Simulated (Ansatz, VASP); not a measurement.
## LiCl: VASP beside Ansatz

```
Cl Li
1.0
     0.00000    2.56477    2.56477
     2.56477    0.00000    2.56477
     2.56477    2.56477    0.00000
Cl Li
1 1
Direct
  0.50000 0.50000 0.50000
  0.00000 0.00000 0.00000
```

Alike in both runs: task relaxation of cell and atoms; functional RPBE; dispersion D3(BJ); k mesh 9 × 9 × 9; occupations fermi-dirac, width 0.05 eV; no spin polarisation.

```csv
,VASP,Ansatz
version,VASP 6.6.1,Ansatz 0.2.0
potentials or method,"VASP PAW PBE potentials, release 64 (Cl, Li_sv)",Ansatz PAW
plane-wave cutoff (eV),600,420
valence electrons in the cell,10,10
```

```tsv
	VASP	Ansatz	Ansatz less VASP
gap on the k mesh at the Fermi level, each at its own relaxed structure (eV)	7.21	7.18	-0.029
relaxed volume (Å³/atom)	13.42	13.50	+0.089
relaxed cell length with the largest relative difference (Å)	3.360	3.368	+0.0074
energy change over the relaxation (meV/atom)	-104	-96	+7.6
```

Caveats: the volume moved by over 15 % at a fixed basis, so the end points are rough; the volume moved by -20 % from the deposited cell, more than functionals usually miss; the cutoff is under 1.25 times the usual one of these potentials, so pressure, stress and relaxed cells hold a basis-set (Pulay) error (VASP); the PAW data sets were made with another functional, which shifts forces and pressure a little (VASP); an odd mesh through Γ misses points on the zone boundary, where band edges often lie (VASP); odd divisions of the mesh miss points on the zone boundary, where band edges often lie, so the gap on the mesh can be too wide (Ansatz); the plane-wave basis is chosen anew once the cell has moved, so the energies of steps on either side of that aren't comparable (Ansatz). RPBE gaps usually lie below the measured ones, often by a third to a half.
